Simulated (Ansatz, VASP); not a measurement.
# Two plane-wave programs on Sb

```
CELL_PARAMETERS angstrom
0.00000 2.41775 2.41775
2.41775 0.00000 2.41775
2.41775 2.41775 0.00000
ATOMIC_POSITIONS crystal
Sb 0.00000 0.00000 0.00000
```

Change from the starting cell: volume scaled by 1.06.

Alike in both runs: task single point; functional PBE; k mesh 10 × 10 × 10; occupations fermi-dirac, width 0.05 eV; no spin polarisation.

|  | VASP | Ansatz |
| --- | --- | --- |
| version | VASP 6.6.1 | Ansatz 0.2.0 |
| potentials or method | VASP PAW PBE potentials, release 64 (Sb) | Ansatz PAW |
| plane-wave cutoff (eV) | 520 | 420 |
| valence electrons in the cell | 5 | 15 |

```tsv
	VASP	Ansatz	Ansatz less VASP
gap on the k mesh at the Fermi level (eV)	none	none	-
pressure (GPa)	-1.7	-1.6	+0.14
```

A gap of «none» marks a metal or a gap that the smearing closes. The functional is the same, so the differences come from potentials, cutoffs and numerics. The two sets of potentials don't hold the same shells in valence.

Spin-orbit coupling is left out, which matters for the levels of Sb.
